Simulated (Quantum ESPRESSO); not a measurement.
EuO under changes of volume

One of the cells (17.013 Å³/atom); the others are scaled copies at fixed shape and fractional positions:

```
Eu O
1.0
     0.00000    2.57195    2.57195
     2.57195    0.00000    2.57195
     2.57195    2.57195    0.00000
Eu O
1 1
Cartesian
  0.0000 0.0000 0.0000
  2.5720 2.5720 2.5720
```

| Quantity | Value |
| --- | --- |
| Program | Quantum ESPRESSO 7.5 |
| Functional | rev-vdW-DF2 |
| Potentials or basis | SSSP 1.3 efficiency PBE |
| Cutoff | 748 eV |
| Density cutoff | 5987 eV |
| k mesh | 6 × 6 × 6 |
| Occupations | fermi-dirac, width 0.05 eV |
| Spin | collinear spin, ferromagnetic start |
| Starting moments | [7.0, 0.0] μB |

```csv
volume (Å³/atom),energy over the lowest point (meV/atom),pressure (GPa),moment (μB per cell)
15.992,0.00,-0.7,6.93
16.333,3.44,-2.7,6.95
16.673,10.94,-4.6,6.96
17.013,22.20,-6.2,6.97
17.354,36.91,-7.7,6.97
17.694,54.65,-9.1,6.97
18.034,?,?,?
```

**Question.** What does the run at 18.034 Å³/atom give?

**Answer.** Energy over the lowest point 75.09 meV/atom; pressure -10.3 GPa; moment 6.97 μB per cell.

Worked out: A Birch-Murnaghan fit of order 3 (a polynomial in V^(-2/3)) to the other rows has its minimum at 15.90 Å³/atom, just outside them, with B0 = V·E''(V) = 102 GPa and B' = 3.4. It gives 75.22 meV/atom at 18.034 Å³/atom, against the run's 75.09, and -dE/dV = -10.3 GPa, against -10.3. A parabola through the other rows of the moment, of slope -0.0287 μB per Å³/atom there, extrapolates to 6.96 μB, against the run's 6.97.

Energies are extrapolated to zero smearing.

Caveats: the potentials were made for another functional, which shifts forces and pressure; a cell with one magnetic atom can't hold antiferromagnetic order, which such compounds often take; without U or exact exchange the open f shell lies at the Fermi level, which spoils levels, moments and volumes.
